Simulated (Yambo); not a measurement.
# Si (I4_1/amd) in Yambo: a series of runs, part 2 of 2

Yambo 5.3.0. The steps go on from the part before.

### Step 3. GW quasiparticle levels, PBE

Contents of gw1.in:

```
gw0
dyson
el_el_corr
rim_cut
HF_and_locXC
ppa
em1d
RandQpts= 1000000
RandGvec= 50 RL
EXXRLvcs= 36 Ry
VXCRLvcs= 36 Ry
Chimod= "HARTREE"
% BndsRnXp
 1 | 154 |
%
NGsBlkXp= 6 Ry
% LongDrXp
 1 | 1 | 1 |
%
PPAPntXp= 27.21138 eV
% GbndRnge
 1 | 154 |
%
GTermKind= "BG"
DysSolver= "n"
ExtendOut
% QPkrange
 1 | 13 | 1 | 9 |
%
```

Contents of scf.in:

```
&CONTROL
  calculation = 'scf'
  prefix = 'pwscf'
  outdir = './tmp'
  pseudo_dir = './pseudo'
/
&SYSTEM
  ibrav = 0
  nat = 2
  ntyp = 1
  ecutwfc = 36
  nbnd = 9
  occupations = 'smearing'
  smearing = 'fd'
  degauss = 0.00367493
  force_symmorphic = .true.
/
&ELECTRONS
  conv_thr = 4d-10
  electron_maxstep = 120
  mixing_beta = 0.5
/
ATOMIC_SPECIES
Si    28.0850 Si.upf
CELL_PARAMETERS angstrom
  -2.3713723045    2.3713723045    1.3292653899
   2.3713723045   -2.3713723045    1.3292653899
   2.3713723045    2.3713723045   -1.3292653899
ATOMIC_POSITIONS crystal
Si     0.5000000000    0.5000000000    0.0000000000
Si     0.2500000000    0.7500000000    0.5000000000
K_POINTS automatic
12 12 12 0 0 0
```

Contents of nscf.in:

```
&CONTROL
  calculation = 'nscf'
  prefix = 'pwscf'
  outdir = './tmp'
  pseudo_dir = './pseudo'
/
&SYSTEM
  ibrav = 0
  nat = 2
  ntyp = 1
  ecutwfc = 36
  nbnd = 154
  occupations = 'smearing'
  smearing = 'fd'
  degauss = 0.00367493
  force_symmorphic = .true.
/
&ELECTRONS
  conv_thr = 1d-08
  diago_full_acc = .true.
  diago_thr_init = 1d-06
/
ATOMIC_SPECIES
Si    28.0850 Si.upf
CELL_PARAMETERS angstrom
  -2.3713723045    2.3713723045    1.3292653899
   2.3713723045   -2.3713723045    1.3292653899
   2.3713723045    2.3713723045   -1.3292653899
ATOMIC_POSITIONS crystal
Si     0.5000000000    0.5000000000    0.0000000000
Si     0.2500000000    0.7500000000    0.5000000000
K_POINTS automatic
4 4 4 0 0 0
```

Contents of gw1_1.in:

```
gw0
dyson
el_el_corr
rim_cut
HF_and_locXC
ppa
em1d
RandQpts= 1000000
RandGvec= 50 RL
EXXRLvcs= 36 Ry
VXCRLvcs= 36 Ry
Chimod= "HARTREE"
% BndsRnXp
 1 | 154 |
%
NGsBlkXp= 6 Ry
% LongDrXp
 1 | 1 | 1 |
%
PPAPntXp= 27.21138 eV
% GbndRnge
 1 | 154 |
%
GTermKind= "BG"
DysSolver= "n"
ExtendOut
% QPkrange
 1 | 13 | 1 | 9 |
%
GfnQPdb= "E < gw1/ndb.QP"
XfnQPdb= "E < gw1/ndb.QP"
```

Contents of gw1_2.in:

```
gw0
dyson
el_el_corr
rim_cut
HF_and_locXC
ppa
em1d
RandQpts= 1000000
RandGvec= 50 RL
EXXRLvcs= 36 Ry
VXCRLvcs= 36 Ry
Chimod= "HARTREE"
% BndsRnXp
 1 | 154 |
%
NGsBlkXp= 6 Ry
% LongDrXp
 1 | 1 | 1 |
%
PPAPntXp= 27.21138 eV
% GbndRnge
 1 | 154 |
%
GTermKind= "BG"
DysSolver= "n"
ExtendOut
% QPkrange
 1 | 13 | 1 | 9 |
%
GfnQPdb= "E < gw1_1/ndb.QP"
XfnQPdb= "E < gw1_1/ndb.QP"
```

Contents of gw1_3.in:

```
gw0
dyson
el_el_corr
rim_cut
HF_and_locXC
ppa
em1d
RandQpts= 1000000
RandGvec= 50 RL
EXXRLvcs= 36 Ry
VXCRLvcs= 36 Ry
Chimod= "HARTREE"
% BndsRnXp
 1 | 154 |
%
NGsBlkXp= 6 Ry
% LongDrXp
 1 | 1 | 1 |
%
PPAPntXp= 27.21138 eV
% GbndRnge
 1 | 154 |
%
GTermKind= "BG"
DysSolver= "n"
ExtendOut
% QPkrange
 1 | 13 | 1 | 9 |
%
GfnQPdb= "E < gw1_2/ndb.QP"
XfnQPdb= "E < gw1_2/ndb.QP"
```

Contents of gw1_4.in:

```
gw0
dyson
el_el_corr
rim_cut
HF_and_locXC
ppa
em1d
RandQpts= 1000000
RandGvec= 50 RL
EXXRLvcs= 36 Ry
VXCRLvcs= 36 Ry
Chimod= "HARTREE"
% BndsRnXp
 1 | 154 |
%
NGsBlkXp= 6 Ry
% LongDrXp
 1 | 1 | 1 |
%
PPAPntXp= 27.21138 eV
% GbndRnge
 1 | 154 |
%
GTermKind= "BG"
DysSolver= "n"
ExtendOut
% QPkrange
 1 | 13 | 1 | 9 |
%
GfnQPdb= "E < gw1_3/ndb.QP"
XfnQPdb= "E < gw1_3/ndb.QP"
```

Potentials or basis: PseudoDojo 0.4.1 SR PBE standard.

The run is started by

```console
> OMP_NUM_THREADS=1 pw.x -in scf.in > scf.out
> OMP_NUM_THREADS=1 pw.x -in nscf.in > nscf.out
> cd tmp/pwscf.save; p2y; mv SAVE ../..; cd ../..
> OMP_NUM_THREADS=1 yambo
> mkdir -p gw1; ln -s $PWD/gw0/ndb.RIM gw1/
> OMP_NUM_THREADS=1 yambo -F gw1.in -J gw1 -C gw1_out
> mkdir -p gw1_1; ln -s $PWD/gw0/ndb.RIM gw1_1/
> OMP_NUM_THREADS=1 yambo -F gw1_1.in -J gw1_1 -C gw1_1_out
> # levels in gw1_1/ndb.QP reset to Eo + Z (Sx + Sc(Eo) - Vxc - shift), the shift holding the valence top or Fermi level at zero
> mkdir -p gw1_2; ln -s $PWD/gw0/ndb.RIM gw1_2/
> OMP_NUM_THREADS=1 yambo -F gw1_2.in -J gw1_2 -C gw1_2_out
> # levels in gw1_2/ndb.QP reset to Eo + Z (Sx + Sc(Eo) - Vxc - shift), the shift holding the valence top or Fermi level at zero
> mkdir -p gw1_3; ln -s $PWD/gw0/ndb.RIM gw1_3/
> OMP_NUM_THREADS=1 yambo -F gw1_3.in -J gw1_3 -C gw1_3_out
> # levels in gw1_3/ndb.QP reset to Eo + Z (Sx + Sc(Eo) - Vxc - shift), the shift holding the valence top or Fermi level at zero
> mkdir -p gw1_4; ln -s $PWD/gw0/ndb.RIM gw1_4/
> OMP_NUM_THREADS=1 yambo -F gw1_4.in -J gw1_4 -C gw1_4_out
> # levels in gw1_4/ndb.QP reset to Eo + Z (Sx + Sc(Eo) - Vxc - shift), the shift holding the valence top or Fermi level at zero
```

Yambo's report:

```text
[... sections 02.01 to 02.04 as in the set-up run ...]

  [02.05] Energies & Occupations
  ==============================

  [X] === General ===
  [X] Electronic Temperature                        :  0.258606E-1   300.100    [eV K]
  [X] Bosonic    Temperature                        :  0.258606E-1   300.100    [eV K]
  [X] Finite Temperature mode                       : yes
  [X] El. density                                   :  0.26756E+24 [cm-3]
  [X] Fermi Level                                   :  10.23355 [eV]

  [X] === Gaps and Widths ===
  [X] Conduction Band Min                           :  10.23355 [eV]
  [X] Valence Band Max                              :  10.23355 [eV]
  [X] Filled Bands                                  :  2
  [X] Metallic Bands                                :   3   5
[... 546 lines left out ...]
   wavefunctions                                    : Perdew, Burke & Ernzerhof(X)+Perdew, Burke & Ernzerhof(C)
   QP tot states                                    :  117
   GW solver                                        : Newton
   GW approximation                                 : PPA
   PPA imaginary Energy                             :  27.21138 ev
   RIM G`s                                          :   53
   RIM random pts                                   :  1000000
   dS/dw steps                                      :  2
   dS/dw step                                       :  0.100000 ev
   X G`s                                            :   55 used
   X G`s                                            :   55 disk
   X bands                                          :    1  154
   X poles                                          :  100.0000 o/o
   X e/h E range                                    : -1.000000 -1.000000 ev
   X Hxc Kernel                                     : HARTREE
   X BZ energy Double Grid                          : no
   X Optical Averaged directions                    : none
   Sc/G bands                                       :    1  154
   Sc/G damping                                     :  0.100000 ev
   Sc bands terminator                              : yes
   Sc terminator kind                               : BG
   Sc Terminator pole                               :  40.81708
   Sx RL components                                 :   757

   QP @ state[ 1 ] K range                          :   1  13
   QP @ state[ 1 ] b range                          :   1   9
   GF energies kind                                 : Perdew, Burke & Ernzerhof(X)+Perdew, Burke & Ernzerhof(C)
   GF WF`s kind                                     : Perdew, Burke & Ernzerhof(X)+Perdew, Burke & Ernzerhof(C)
   Xs energies kind                                 : Perdew, Burke & Ernzerhof(X)+Perdew, Burke & Ernzerhof(C)
   Xs WF`s kind                                     : Perdew, Burke & Ernzerhof(X)+Perdew, Burke & Ernzerhof(C)
```

Wall time 24 min (1 thread of Arm Neoverse V2, shared host); peak memory 0.4 GiB.

Results:

```
Band gap on the k mesh, mean-field level : none (metal or under the smearing width)
```

Quasiparticle terms (eV):
```tsv
k point	band	Kohn-Sham level	Vxc	Σx	Σc	Z	result
(0.000, 0.000, 0.000)	1	-14.20	-10.76	-18.33	8.46	0.51	-13.55
(0.000, 0.000, 0.000)	2	-2.74	-11.01	-13.05	1.46	0.75	-2.88
(0.000, 0.000, 0.000)	3	-2.74	-11.01	-13.05	1.46	0.75	-2.88
(0.000, 0.000, 0.000)	4	-2.04	-11.14	-11.33	-0.19	0.75	-2.03
(0.000, 0.000, 0.000)	5	1.27	-9.94	-5.64	-4.41	0.77	1.48
(0.000, 0.000, 0.000)	6	7.24	-11.56	-5.74	-6.10	0.66	7.31
(0.000, 0.000, 0.000)	7	8.83	-11.11	-4.53	-7.21	0.64	8.67
(0.000, 0.000, 0.000)	8	8.85	-11.02	-4.52	-7.03	0.68	8.75
(0.000, 0.000, 0.000)	9	8.85	-11.02	-4.52	-7.03	0.68	8.75
(0.000, 0.000, 0.250)	1	-13.40	-10.77	-18.00	7.84	0.56	-12.84
(0.000, 0.000, 0.250)	2	-7.20	-10.88	-15.08	3.82	0.70	-7.19
(0.000, 0.000, 0.250)	3	-2.02	-11.03	-12.43	0.85	0.75	-2.14
(0.000, 0.000, 0.250)	4	0.14	-10.73	-7.39	-3.54	0.76	0.27
(0.000, 0.000, 0.250)	5	3.58	-11.20	-6.82	-4.61	0.76	3.69
(0.000, 0.000, 0.250)	6	5.48	-10.57	-5.19	-5.53	0.73	5.65
(0.000, 0.000, 0.250)	7	5.91	-10.78	-5.25	-5.79	0.73	6.00
(0.000, 0.000, 0.250)	8	8.20	-10.95	-4.70	-6.83	0.69	8.06
(0.000, 0.000, 0.250)	9	8.63	-10.81	-4.51	-6.87	0.71	8.49
(0.000, 0.000, -0.500)	1	-11.03	-10.80	-16.96	6.25	0.65	-10.73
(0.000, 0.000, -0.500)	2	-11.03	-10.80	-16.96	6.25	0.65	-10.73
```

Caveat: the k mesh is coarse (spacing up to 0.68 Å⁻¹), so the values aren't converged; the plasmon-pole model is rough for a metal; the ground state has no gap, which makes the many-body step unreliable; between passes the levels were reset to the linearisation about the Kohn-Sham level, since this version mixes two points of expansion; the levels printed in its table differ; this version prints the column dSc/dw multiplied by 27.2; the terminator is approximate in this version, by hundredths of an eV.
